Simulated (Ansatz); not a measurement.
Write the native input for Ansatz 0.2.0 that does the following.

| Property | Result |
| --- | --- |
| Task | projected density of states |
| Functional | PBE |
| Potentials or basis | Ansatz PAW |
| Cutoff | 420 eV (not typed: the program's choice for these potentials) |
| k mesh | 12 × 12 × 12 |
| Occupations | fermi-dirac, width 0.05 eV |
| Spin | no spin polarisation |
| Hubbard terms | Mo d U = 1 eV |
| Hubbard projectors | ortho-atomic (the default) |
| Double counting | fll (the default) |

Crystal: Si2Mo.

```
Mo Si
1.0
    -1.60000    1.60000    3.93050
     1.60000   -1.60000    3.93050
     1.60000    1.60000   -3.93050
Mo Si
1 2
Cartesian
  0.0000 0.0000 0.0000
  0.0000 0.0000 5.2433
  0.0000 0.0000 2.6177
```

One way to write it, as run:

input.yaml

```yaml
crystal:
  lattice:
    - [-1.6, 1.6, 3.9305]
    - [1.6, -1.6, 3.9305]
    - [1.6, 1.6, -3.9305]
  atoms:
    - { symbol: Mo, position: [0.0, 0.0, 0.0] }
    - { symbol: Si, position: [0.667, 0.667, 0.0] }
    - { symbol: Si, position: [0.333, 0.333, 0.0] }
hamiltonian:
  xc: pbe
  pseudopotentials: { kind: paw }
  hubbard: { sites: [{ species: Mo, l: d, u_eff: 1.0 }] }
kpoints:
  mp_grid: { grid: [12, 12, 12] }
scf:
  occupations: { method: fermi_dirac, width: 0.05 }
  n_extra_bands: 7
output:
  forces: true
  stress: true
  eigenvalues: true
  dos: { projected: true, de: 0.05, nscf_kmesh: { grid: [18, 18, 18] } }
```

Potentials or basis: Ansatz PAW.

Run with:

```bash
$ ansatz run input.yaml --threads 2 --pin off --max-ram 5632MiB --backend cpu --events-out ev --progress --plain --runs-dir out
```

Results of the run:

* Pressure: 2.0 GPa
* Largest force: 0.336 eV/Å
* Band gap on the k mesh: none (metal or under the smearing width)
* Density of states at the Fermi level: 0.23 states/eV per cell

Caveat: U without spin polarisation on a metal has little footing; the U is typed as a test and isn't derived for this compound; the density of states is complete only up to the lowest level of the last band computed.

Run time: 11 s on 2 threads of Arm Neoverse V1 (shared host), peak memory 0.54 GiB.
